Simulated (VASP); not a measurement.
Crystal: CoSi.

```
Co Si
1.0
     4.43800    0.00000    0.00000
     0.00000    4.43800    0.00000
     0.00000    0.00000    4.43800
Co Si
4 4
Direct
  0.86000 0.64000 0.36000
  0.64000 0.36000 0.86000
  0.36000 0.86000 0.64000
  0.14000 0.14000 0.14000
  0.15700 0.34300 0.65700
  0.34300 0.65700 0.15700
  0.65700 0.15700 0.34300
  0.84300 0.84300 0.84300
```

Base run:

```yaml
Program: VASP 6.6.1
Functional: r2SCAN
Potentials_or_basis: VASP PAW PBE potentials, release 64 (Co, Si)
Cutoff: 520 eV
k_mesh: 5 × 5 × 5
Occupations: fermi-dirac, width 0.05 eV
Spin: collinear spin, ferromagnetic start
Starting_moments: "[2.0, 2.0, 2.0, 2.0, 0.0, 0.0, 0.0, 0.0] μB"
Hubbard_terms: Co d U = 4 eV
```

Its results: band gap on the k mesh none (metal or under the smearing width); pressure 0.1 GPa; net moment 4.00 μB per cell; site moments Co +1.20; Si -0.04 μB; largest force 0.164 eV/Å.

Task: The run is repeated on the same cell with these changes: hubbard terms from Co d U = 4 eV to Co d U = 2 eV. What comes out?

Result: Band gap on the k mesh none (metal or under the smearing width); pressure -0.9 GPa; net moment 3.93 μB per cell; site moments Co +1.09; Si -0.01 μB; largest force 0.094 eV/Å.

Caveats: the PAW data sets were made with another functional, which shifts forces and pressure a little; the U is typed as a test and isn't derived for this compound.
